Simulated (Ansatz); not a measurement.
## CuO: all-electron results

```
CELL_PARAMETERS angstrom
0.00000 2.26180 2.26180
2.26180 0.00000 2.26180
2.26180 2.26180 0.00000
ATOMIC_POSITIONS crystal
Cu 0.00000 0.00000 0.00000
O 0.25000 0.25000 0.25000
```

Atom numbers follow the list: Cu1, O2.

The structure comes from a relaxation in the same program, started in the zincblende type, and has space group F-43m. Whether it is a known phase or the ground state wasn't checked.

Without spin polarisation or U, such a compound can come out metallic where the real one is a magnetic insulator.

Methods: DFT, PBE, all-electron LAPW, scalar-relativistic (Ansatz 0.2.0); DFT, PBE, PAW with Ansatz's default frozen-core files, scalar-relativistic (Ansatz 0.2.0).

For LAPW: a Γ-centred 16×16×16 k mesh, Fermi–Dirac smearing of 0.05 eV, basis error target 1 meV/atom, no spin polarisation. PAW takes a cutoff of 420 eV at this cell. The Ansatz runs share mesh, smearing and spin set-up. Values come from LAPW unless marked.

* Band gap: none: with an odd electron count and no spin polarisation the bands can't all be full, a metal in this set-up (spin order or a larger cell could open a gap)
* Density of states at the Fermi level (0.2 eV bin): 2.56 states/eV per cell
* Löwdin charges (with 0.15 e of the cell spilling out of the atomic basis, so their sizes and signs hang on that basis): Cu1 1.11, O2 -0.96 e
* Bader charges (from the PAW run): Cu1 +1.02, O2 -1.02 e
* Volume per atom: 78.1 bohr³
* Pressure at this cell: 0.05 GPa
